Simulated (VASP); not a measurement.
# KCl (P6_3/mmc) in VASP: a series of runs

The runs below take KCl through single point, with PBE.

Program: VASP 6.6.1. These are calculated values, not measurements. Logs are shortened: lines on timing, memory, paths and dates and some standing lists are left out, and cuts for length are marked.

## 1. The cell of the first run

Symmetry: P6_3/mmc, No. 194, hexagonal system. The conventional cell has a = 5.582 Å, b = 5.582 Å, c = 6.178 Å, α = 90.00°, β = 90.00°, γ = 120.00°. K (site symmetry -6m2) is surrounded by 5 Cl at 3.09 to 3.22 Å. Cl (site symmetry -6m2) is surrounded by 5 K at 3.09 to 3.22 Å.

The cell was built by a generator and needn't be a form met in nature.

## 2. Single point, PBE (epitaxial_xy strain +4.5%)

File INCAR:

```
  ALGO = Normal
  EDIFF = 1E-6
  ENCUT = 520
  GGA = PE
  ISIF = 2
  ISMEAR = -1
  LASPH = True
  LCHARG = False
  LREAL = False
  LWAVE = False
  NBANDS = 24
  NELM = 100
  PREC = Accurate
  SIGMA = 0.02
```

File KPOINTS:

```
k-points
0
Gamma
  6 6 4
```

File POSCAR:

```
KCl
1.0
    5.5821324203      0.0000000000      0.0000000000
   -2.7910662101      4.8342684833      0.0000000000
    0.0000000000      0.0000000000      6.1775118346
K Cl
2 2
Direct
    0.3333333333      0.6666666667     -0.0625000000
    0.6666666667      0.3333333333      0.4375000000
    0.3333333333      0.6666666667      0.4375000000
    0.6666666667      0.3333333333      0.9375000000
```

Potentials or basis: VASP PAW PBE potentials, release 64 (K_sv, Cl).

Command:

```sh
$ cat potpaw_PBE.64/K_sv/POTCAR potpaw_PBE.64/Cl/POTCAR > POTCAR
$ mpirun -np 1 vasp_std > vasp.out
```

OUTCAR:

```text
EDIFF = 1E-6
   ENCUT = 520
   GGA = PE
   ISIF = 2
   ISMEAR = -1
   LASPH = True
   LREAL = False
   NELM = 100
   PREC = Accurate

 ion  position               nearest neighbor table
   1  0.333  0.667  0.938-   3 3.09   3 3.09   4 3.22   4 3.22   4 3.22
   2  0.667  0.333  0.438-   4 3.09   4 3.09   3 3.22   3 3.22   3 3.22
   3  0.333  0.667  0.438-   1 3.09   1 3.09   2 3.22   2 3.22   2 3.22
   4  0.667  0.333  0.938-   2 3.09   2 3.09   1 3.22   1 3.22   1 3.22

  LATTYP: Found a hexagonal cell.
 ALAT       =     5.5821324203
 C/A-ratio  =     1.1066580599

  Lattice vectors:

 A1 = (   5.5821324203,   0.0000000000,   0.0000000000)
 A2 = (  -2.7910662101,   4.8342684833,   0.0000000000)
 A3 = (   0.0000000000,   0.0000000000,   6.1775118346)

Analysis of symmetry for initial positions (statically):
=====================================================================
 Subroutine PRICEL returns:
 Original cell was already a primitive cell.

 Routine SETGRP: Setting up the symmetry group for a
 hexagonal supercell.

 Subroutine GETGRP returns: Found 24 space group operations
 (whereof  6 operations were pure point group operations)
 out of a pool of 24 trial point group operations.

The static configuration has the point symmetry C_3v.
 The point group associated with its full space group is D_6h.

Analysis of symmetry for dynamics (positions and initial velocities):
=====================================================================
 Subroutine PRICEL returns:
 Original cell was already a primitive cell.

 Routine SETGRP: Setting up the symmetry group for a
 hexagonal supercell.

 Subroutine GETGRP returns: Found 24 space group operations
 (whereof  6 operations were pure point group operations)
 out of a pool of 24 trial point group operations.

The dynamic configuration has the point symmetry C_3v.
 The point group associated with its full space group is D_6h.

 Subroutine INISYM returns: Found 24 space group operations
 (whereof  6 operations are pure point group operations),
 and found     1 'primitive' translations

----------------------------------------------------------------------------------------

                                     Primitive cell

  volume of cell :     166.7034

  direct lattice vectors                    reciprocal lattice vectors
     5.582132420  0.000000000  0.000000000     0.179143009  0.103428265  0.000000000
    -2.791066210  4.834268483  0.000000000     0.000000000  0.206856529  0.000000000
     0.000000000  0.000000000  6.177511835     0.000000000  0.000000000  0.161877472

  length of vectors
     5.582132420  5.582132420  6.177511835     0.206856529  0.206856529  0.161877472

  position of ions in fractional coordinates (direct lattice)
     0.333333333  0.666666667  0.937500000
     0.666666667  0.333333333  0.437500000
     0.333333333  0.666666667  0.437500000
     0.666666667  0.333333333  0.937500000

  ion indices of the primitive-cell ions
   primitive index   ion index
                 1           1
                 2           2
                 3           3
                 4           4

----------------------------------------------------------------------------------------

 KPOINTS: k-points

Automatic generation of k-mesh.
 Grid dimensions read from file:
 generate k-points for:    6    6    4

 Generating k-lattice:

  Cartesian coordinates                     Fractional coordinates (reciprocal lattice)
     0.029857168  0.017238044  0.000000000     0.166666667  0.000000000  0.000000000
     0.000000000  0.034476088  0.000000000     0.000000000  0.166666667  0.000000000
     0.000000000  0.000000000  0.040469368     0.000000000  0.000000000  0.250000000

  Length of vectors
     0.034476088  0.034476088  0.040469368

  Shift w.r.t. Gamma in fractional coordinates (k-lattice)
     0.000000000  0.000000000  0.000000000

 Subroutine IBZKPT returns following result:
 ===========================================

 Found     21 irreducible k-points:

 Following reciprocal coordinates:
            Coordinates               Weight
  0.000000  0.000000  0.000000      1.000000
  0.166667 -0.000000  0.000000      6.000000
  0.333333 -0.000000  0.000000      6.000000
  0.500000 -0.000000  0.000000      3.000000
  0.166667  0.166667  0.000000      6.000000
  0.333333  0.166667  0.000000     12.000000
[... 13 lines left out ...]
  0.333333  0.166667  0.500000     12.000000
  0.333333  0.333333  0.500000      2.000000
   k-points           NKPTS =     21   k-points in BZ     NKDIM =     21   number of bands    NBANDS=     24
   number of dos      NEDOS =    301   number of ions     NIONS =      4
   total plane-waves  NPLWV =  84672
   dimension x,y,z NGX =    42 NGY =   42 NGZ =   48
   dimension x,y,z NGXF=    84 NGYF=   84 NGZF=   96
   ions per type =               2   2
   NGX,Y,Z   is equivalent  to a cutoff of  12.51, 12.51, 12.92 a.u.
   NGXF,Y,Z  is equivalent  to a cutoff of  25.02, 25.02, 25.84 a.u.
 SYSTEM =  unknown system
   PREC   = accura    normal or accurate (medium, high low for compatibility)
   ISTART =      0    job   : 0-new  1-cont  2-samecut
   ICHARG =      2    charge: 1-file 2-atom 10-const
   ISPIN  =      1    spin polarized calculation?
   LNONCOLLINEAR =      F non collinear calculations
   LSORBIT =      F    spin-orbit coupling
   LASPH  =      T    aspherical Exc in radial PAW
   ENCUT  =  520.0 eV  38.22 Ry    6.18 a.u.  10.38 10.38 11.49*2*pi/ulx,y,z
   NELM   =    100;   NELMIN=  2; NELMDL= -5     # of ELM steps
   EDIFF  = 0.1E-05   stopping-criterion for ELM
   LREAL  =      F    real-space projection
   EDIFFG = 0.1E-04   stopping-criterion for IOM
   NSW    =      0    number of steps for IOM
   IBRION =     -1    ionic relax: 0-MD 1-quasi-New 2-CG
   NFREE  =      0    steps in history (QN), initial steepest desc. (CG)
   ISIF   =      2    stress and relaxation
   ISYM   =      2    0-nonsym 1-usesym 2-fastsym
   POTIM  = 0.5000    time-step for ionic-motion
   TEBEG  =    0.0;   TEEND  =   0.0 temperature during run
   PSTRESS=    0.0 pullay stress
   NELECT =      32.0000    total number of electrons
   NUPDOWN=      -1.0000    fix difference up-down
   EMIN   =  10.00;   EMAX   =-10.00  energy-range for DOS
   EFERMI =   0.00;   METHOD = LEGACY
   ISMEAR =    -1;   SIGMA  =   0.02  broadening in eV -4-tet -1-fermi 0-gaus
   EFERMI_NEDOS =   21; number of points for ismear=-14 and -15
   IALGO  =     38    algorithm
   IMIX   =      4    mixing-type and parameters
     AMIX     =   0.40;   BMIX     =  1.00
     AMIX_MAG =   1.60;   BMIX_MAG =  1.00
  volume/ion in A,a.u.               =      41.68       281.24
  Fermi-wavevector in a.u.,A,eV,Ry     =   0.944372  1.784605 12.134212  0.891839
  Thomas-Fermi vector in A             =   2.072171
   LORBIT       =      0    0 simple, 1 ext, 2 COOP (PROOUT), +10 PAW based schemes
   GGA     = PE    functional components
   LHFCALC =     F    Hartree Fock is set to
   AEXX    =    0.0000 exact exchange contribution
   IVDW    =     0    specifies the selected vdW correction
   LEPSILON=     F    determine dielectric tensor
   LRPA    =     F    only Hartree local field effects (RPA)
 non-spin polarized calculation
  energy-cutoff  :      520.00
  volume of cell :      166.70
 maximum number of plane-waves:      4508
 NGX is ok and might be reduce to    42
   NGX = 21   NGY = 21   NGZ = 23

 number of electron      32.0000003 magnetization

 Free energy of the ion-electron system (eV)
  ---------------------------------------------------
  ext. energy  EPLUGINS =         0.00000000
  ---------------------------------------------------
  free energy    TOTEN  =       -13.42513383 eV

  energy without entropy =      -13.42513383  energy(sigma->0) =      -13.42513383

 E-fermi :  -2.4216     XC(G=0):  -6.2475

 val. band max:       -2.8636655038   @ k =   0.0000   0.0000   0.0000
 cond. band min:       1.7452866670   @ k =   0.0000   0.0000   0.0000
 fundamental gap:      4.6089521708
 Fermi energy:        -2.4216417244

 k-point     1 :       0.0000    0.0000    0.0000
  band No.  band energies     occupation
      1     -30.3756      2.00000
      2     -30.3661      2.00000
      3     -14.8720      2.00000
      4     -14.7965      2.00000
      5     -13.9200      2.00000
      6     -13.9043      2.00000
[... 16 lines left out ...]
     23       6.2481      0.00000
     24       6.4937      0.00000

 k-point     2 :       0.1667   -0.0000    0.0000
  band No.  band energies     occupation
      1     -30.3750      2.00000
      2     -30.3666      2.00000
      3     -14.8921      2.00000
      4     -14.8286      2.00000
      5     -13.9142      2.00000
      6     -13.9072      2.00000
[... 16 lines left out ...]
     23       6.0865      0.00000
     24       6.4478      0.00000

 k-point     3 :       0.3333   -0.0000    0.0000
  band No.  band energies     occupation
      1     -30.3733      2.00000
      2     -30.3679      2.00000
      3     -14.9269      2.00000
      4     -14.8891      2.00000
      5     -13.9126      2.00000
      6     -13.8993      2.00000
[... 16 lines left out ...]
     23       6.2173      0.00000
     24       6.2688      0.00000
[... 433 lines left out ...]
 k-point    20 :       0.3333    0.1667    0.5000
  band No.  band energies     occupation
      1     -30.3703      2.00000
      2     -30.3703      2.00000
      3     -15.0681      2.00000
      4     -15.0681      2.00000
      5     -13.8897      2.00000
      6     -13.8897      2.00000
[... 16 lines left out ...]
     23       6.3233      0.00000
     24       6.3233      0.00000

 k-point    21 :       0.3333    0.3333    0.5000
  band No.  band energies     occupation
      1     -30.3703      2.00000
      2     -30.3703      2.00000
      3     -15.0766      2.00000
      4     -15.0766      2.00000
      5     -13.8923      2.00000
      6     -13.8923      2.00000
[... 16 lines left out ...]
     23       6.2761      0.00000
     24       6.2761      0.00000

------------------------ aborting loop because EDIFF is reached ----------------------------------------

  FORCE on cell =-STRESS in cart. coord.  units (eV):
  Direction    XX          YY          ZZ          XY          YZ          ZX
  --------------------------------------------------------------------------------------
  -------------------------------------------------------------------------------------
  Total       -0.7684725     -0.7684725      0.5091795     -0.0000000      0.0000000      0.0000000
  in kB       -7.3857468     -7.3857468      4.8936960     -0.0000000      0.0000000      0.0000000
  external PRESSURE =      -3.2925992 kB  Pullay stress =       0.0000000 kB

 VOLUME and BASIS-vectors are now :
 -----------------------------------------------------------------------------
  energy-cutoff  :      520.00
  volume of cell :      166.70
      direct lattice vectors                 reciprocal lattice vectors
     5.582132420  0.000000000  0.000000000     0.179143009  0.103428265  0.000000000
    -2.791066210  4.834268483  0.000000000     0.000000000  0.206856529  0.000000000
     0.000000000  0.000000000  6.177511835     0.000000000  0.000000000  0.161877472

 POSITION                                       TOTAL-FORCE (eV/Angst)
 -----------------------------------------------------------------------------------
     -0.00000      3.22285      5.79142         0.000000      0.000000      0.000000
      2.79107      1.61142      2.70266        -0.000000     -0.000000      0.000000
     -0.00000      3.22285      2.70266        -0.000000      0.000000      0.000000
      2.79107      1.61142      5.79142         0.000000      0.000000     -0.000000
 -----------------------------------------------------------------------------------
    total drift:                               -0.000000      0.000000      0.000000

  FREE ENERGIE OF THE ION-ELECTRON SYSTEM (eV)
  ---------------------------------------------------
  free  energy   TOTEN  =       -13.4251338253 eV

  energy  without entropy=      -13.4251338253  energy(sigma->0) =      -13.42513383
```

It took 75 s on 1 thread of Intel Xeon Platinum 8488C (Sapphire Rapids), shared host; peak memory 0.29 GiB.

What came out:

* Free energy: -13.4251 eV
* Pressure: -0.3 GPa
* Band gap on the k mesh: 4.61 eV, direct

Levels at points of the mesh, in eV from the valence-band top:
| k point | band 12 | band 13 | band 14 | band 15 | band 16 | band 17 | band 18 | band 19 | band 20 | band 21 |
| --- | --- | --- | --- | --- | --- | --- | --- | --- | --- | --- |
| (0.00, 0.00, 0.00) | -0.39 | -0.39 | -0.22 | -0.22 | 0.00 | 4.61 | 7.91 | 8.06 | 8.06 | 8.66 |
| (0.50, 0.00, 0.00) | -0.41 | -0.34 | -0.33 | -0.17 | -0.11 | 6.32 | 6.94 | 7.32 | 7.50 | 8.41 |
| (0.00, 0.00, 0.50) | -0.58 | -0.33 | -0.33 | -0.33 | -0.33 | 5.86 | 5.86 | 9.11 | 9.11 | 9.11 |
| (0.50, 0.00, 0.50) | -0.77 | -0.29 | -0.29 | -0.25 | -0.25 | 6.80 | 6.80 | 8.15 | 8.15 | 8.80 |

## 3. Single point, PBE (hydrostatic strain +4.4%)

File INCAR:

```
SYSTEM = KCl
PREC = Accurate
ENCUT = 520
EDIFF = 1E-6
ISMEAR = -1
SIGMA = 0.02
LREAL = .FALSE.
LASPH = .TRUE.
NELM = 100
ALGO = Fast
ISIF = 2
LWAVE = .FALSE.
LCHARG = .FALSE.
GGA = PE
NBANDS = 24
```

File KPOINTS:

```
Automatic mesh
0
G
  6 6 4
  0 0 0
```

File POSCAR:

```
KCl
1.0
    5.5773230012      0.0000000000      0.0000000000
   -2.7886615006      4.8301034041      0.0000000000
    0.0000000000      0.0000000000      6.5118213366
K Cl
2 2
Direct
    0.3333333333      0.6666666667     -0.0625000000
    0.6666666667      0.3333333333      0.4375000000
    0.3333333333      0.6666666667      0.4375000000
    0.6666666667      0.3333333333      0.9375000000
```

Potentials or basis: VASP PAW PBE potentials, release 64 (K_sv, Cl).

Command:

```sh
$ cat potpaw_PBE.64/K_sv/POTCAR potpaw_PBE.64/Cl/POTCAR > POTCAR
$ mpirun -np 1 vasp_std > vasp.out
```

OUTCAR:

```text
SYSTEM = KCl
   PREC = Accurate
   ENCUT = 520
   EDIFF = 1E-6
   ISMEAR = -1
   LREAL = .FALSE.
   LASPH = .TRUE.
   NELM = 100
   ISIF = 2
   GGA = PE

 ion  position               nearest neighbor table
   1  0.333  0.667  0.938-   4 3.22   4 3.22   4 3.22
   2  0.667  0.333  0.438-   3 3.22   3 3.22   3 3.22
   3  0.333  0.667  0.438-   2 3.22   2 3.22   2 3.22
   4  0.667  0.333  0.938-   1 3.22   1 3.22   1 3.22

  LATTYP: Found a hexagonal cell.
 ALAT       =     5.5773230012
 C/A-ratio  =     1.1675532034

  Lattice vectors:

 A1 = (   5.5773230012,   0.0000000000,   0.0000000000)
 A2 = (  -2.7886615006,   4.8301034041,   0.0000000000)
 A3 = (   0.0000000000,   0.0000000000,   6.5118213366)

Analysis of symmetry for initial positions (statically):
=====================================================================
 Subroutine PRICEL returns:
 Original cell was already a primitive cell.

 Routine SETGRP: Setting up the symmetry group for a
 hexagonal supercell.

 Subroutine GETGRP returns: Found 24 space group operations
 (whereof  6 operations were pure point group operations)
 out of a pool of 24 trial point group operations.

[... 167 lines left out ...]

 val. band max:       -3.0076185447   @ k =   0.0000   0.0000   0.0000
 cond. band min:       1.5112803610   @ k =   0.0000   0.0000   0.0000
 fundamental gap:      4.5188989057
 Fermi energy:        -2.5564400275

 k-point     1 :       0.0000    0.0000    0.0000
  band No.  band energies     occupation
      1     -30.6684      2.00000
      2     -30.6621      2.00000
      3     -14.9506      2.00000
      4     -14.8886      2.00000
      5     -14.1899      2.00000
      6     -14.1768      2.00000
[... 556 lines left out ...]
     23       5.9458      0.00000
     24       5.9458      0.00000

------------------------ aborting loop because EDIFF is reached ----------------------------------------

  FORCE on cell =-STRESS in cart. coord.  units (eV):
  Direction    XX          YY          ZZ          XY          YZ          ZX
  --------------------------------------------------------------------------------------
  -------------------------------------------------------------------------------------
  Total       -1.0182385     -1.0182385     -1.1570961      0.0000000      0.0000000      0.0000000
  in kB       -9.2998386     -9.2998386    -10.5680609      0.0000000      0.0000000      0.0000000
  external PRESSURE =      -9.7225794 kB  Pullay stress =       0.0000000 kB

 VOLUME and BASIS-vectors are now :
 -----------------------------------------------------------------------------
  energy-cutoff  :      520.00
  volume of cell :      175.42
      direct lattice vectors                 reciprocal lattice vectors
     5.577323001  0.000000000  0.000000000     0.179297487  0.103517453  0.000000000
    -2.788661501  4.830103404  0.000000000     0.000000000  0.207034905  0.000000000
     0.000000000  0.000000000  6.511821337     0.000000000  0.000000000  0.153566867

 POSITION                                       TOTAL-FORCE (eV/Angst)
 -----------------------------------------------------------------------------------
     -0.00000      3.22007      6.10483        -0.000000      0.000000      0.000000
      2.78866      1.61003      2.84892         0.000000     -0.000000     -0.000000
     -0.00000      3.22007      2.84892         0.000000      0.000000      0.000000
      2.78866      1.61003      6.10483        -0.000000      0.000000     -0.000000
 -----------------------------------------------------------------------------------
    total drift:                               -0.000000      0.000000      0.000000

  FREE ENERGIE OF THE ION-ELECTRON SYSTEM (eV)
  ---------------------------------------------------
  free  energy   TOTEN  =       -13.4067794508 eV

  energy  without entropy=      -13.4067794507  energy(sigma->0) =      -13.40677945
```

OSZICAR:

```text
N       E                     dE             d eps       ncg     rms          rms(c)
DAV:   1     0.237131504548E+03    0.23713E+03   -0.13615E+04  1008   0.111E+03
DAV:   2     0.908448854336E+01   -0.22805E+03   -0.21616E+03  1296   0.292E+02
DAV:   3    -0.137112097492E+02   -0.22796E+02   -0.22680E+02  1680   0.776E+01
[... 11 lines left out ...]
RMM:  15    -0.134067714464E+02    0.45119E-04   -0.20311E-04  1404   0.599E-02    0.344E-02
RMM:  16    -0.134067735387E+02   -0.20924E-05   -0.75102E-05  1488   0.322E-02    0.178E-02
RMM:  17    -0.134067760695E+02   -0.25308E-05   -0.30002E-05  1479   0.205E-02    0.127E-02
RMM:  18    -0.134067784916E+02   -0.24221E-05   -0.13675E-05  1324   0.136E-02    0.119E-02
RMM:  19    -0.134067794508E+02   -0.95913E-06   -0.85348E-06  1451   0.114E-02
   1 F= -.13406779E+02 E0= -.13406779E+02  d E =-.287903E-11
```

Wall time 1.9 min (1 thread of Intel Xeon Platinum 8488C (Sapphire Rapids), shared host); peak memory 0.3 GiB.

Results:

```yaml
Free_energy: -13.4068 eV
Pressure: -1.0 GPa
Band_gap_on_the_k_mesh: 4.52 eV, direct
```
